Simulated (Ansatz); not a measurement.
The system is CdS (Hawleyite).

```
CELL_PARAMETERS angstrom
0.00000 2.91650 2.91650
2.91650 0.00000 2.91650
2.91650 2.91650 0.00000
ATOMIC_POSITIONS crystal
Cd 0.00000 0.00000 0.00000
S 0.75000 0.75000 0.75000
```

Base run:

```yaml
Program: Ansatz 0.2.0
Functional: revPBE
Potentials_or_basis: Ansatz PAW
Cutoff: "420 eV (not typed: the program's choice for these potentials)"
k_mesh: 8 × 8 × 8
Occupations: fermi-dirac, width 0.05 eV
Spin: no spin polarisation
```

Its results: band gap on the k mesh 1.28 eV, direct.

**Question.** After a change of settings the same cell gave: band gap on the k mesh 0.86 eV, direct. Which change was it?
A. functional from revPBE to B3LYP; k mesh from 8 × 8 × 8 to 4 × 4 × 4
B. functional from revPBE to BLYP
C. functional from revPBE to LDA; occupations from fermi-dirac, width 0.05 eV to fixed
D. functional from revPBE to RPBE

**Answer.** C.

Runs at the PBE level aren't shown here.
